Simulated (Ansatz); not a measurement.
**A strain series on GaP (zincblende): uniaxial along z, other directions held**

GaP (zincblende), relaxed with r2SCAN in the PAW code Ansatz, then strained (uniaxial along z, other directions held; changes of length per length, axes as in the cell below) with the atoms relaxed again within the symmetry that is left. The symmetry is F-43m (No. 216, cubic); a = 5.451 Å in the conventional setting, 20.24 Å³ an atom. Ga has 4 P at 2.36 Å; P has 4 Ga at 2.36 Å. Calculated for a static, non-magnetic cell.

```
Ga P
1.0
     0.00000    2.72540    2.72540
     2.72540    0.00000    2.72540
     2.72540    2.72540    0.00000
Ga P
1 1
Cartesian
  0.0000 0.0000 0.0000
  1.3627 1.3627 1.3627
```

Gaps are the least over each mesh (PBE 8×8×8, r2SCAN 8×8×8, HSE06 6×6×6 when unstrained) and the special points, which keep their unstrained names; stress is the change from the unstrained cell, compression positive.

```tsv
strain (%)	gap, PBE (eV)	gap, r2SCAN (eV)	gap, HSE06 (eV)	edges, HSE06	stress along the strain, r2SCAN (GPa)	energy rise, r2SCAN (meV/atom)
-3.0	1.247	1.485	1.908	Γ → Γ–X (0.84)	+4.42	8.4
-2.0	1.364	1.606	2.027	Γ → Γ–X (0.84)	+2.91	3.7
-1.0	1.479	1.725	2.144	Γ → Γ–X (0.85)	+1.44	0.9
-0.65	1.518	1.767	2.185	Γ → Γ–X (0.85)	+0.93	0.4
0.0	1.592	1.844	2.260	Γ → Γ–X (0.85)	0.00	0.0
+1.0	1.562	1.810	2.228	Γ → Γ–X (0.85)	-1.41	0.9
+2.0	1.531	1.776	2.197	Γ → Γ–X (0.84)	-2.79	3.5
+4.0	1.417	–	–	–	–	–
+5.0	1.313	–	–	–	–	–
```

**Question.** Estimate the row for a strain of -4.0 %.

**Answer.**
```tsv
strain (%)	gap, PBE (eV)	gap, r2SCAN (eV)	gap, HSE06 (eV)	edges, HSE06	stress along the strain, r2SCAN (GPa)	energy rise, r2SCAN (meV/atom)
-4.0	1.129	1.362	1.787	Γ → Γ–X (0.84)	+5.95	15.0
```

Between zero and the nearest strains the slope of the HSE06 gap against strain is +0.116 eV per percent for negative and -0.032 for positive strain; it falls either way, as happens when edge states split or other valleys take over.

Where an edge lies off the special points, it is a point of the mesh or the k point where a search put PBE's edge or least direct gap, reused for the other functionals, whose own edges may lie a little apart.

The meshes of the hybrids are coarse, so their gaps aren't converged to the digits shown.
